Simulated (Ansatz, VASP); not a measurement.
TaN: VASP beside Ansatz

```
Ta N
1.0
     2.95047    0.00000    0.00000
    -1.47524    2.55518    0.00000
     0.00000    0.00000    2.89735
Ta N
1 1
Direct
  0.33333 0.66667 0.50000
  0.00000 0.00000 0.00000
```

Alike in both runs: functional PBE; k mesh 18 × 18 × 14; occupations fermi-dirac, width 0.15 eV; no spin polarisation.

Ansatz relaxed the structure, and its values are those at the end. VASP's run is a single point on that final structure, the one shown.

```csv
,VASP,Ansatz
version,VASP 6.6.1,Ansatz 0.2.0
potentials or method,"VASP PAW PBE potentials, release 64 (Ta_pv, N)","scalar-relativistic, plane waves, PAW"
plane-wave cutoff (eV),520,420
valence electrons in the cell,16,18
```

```tsv
	VASP	Ansatz	Ansatz less VASP
gap on the k mesh at the Fermi level (eV)	none	none	-
pressure (GPa)	0.7	0.0	-0.66
```

A gap of «none» marks a metal or a gap that the smearing closes. The functional is the same, so the differences come from potentials, cutoffs and numerics. The two sets of potentials don't hold the same shells in valence.

Spin-orbit coupling is left out, which matters for the levels of Ta.
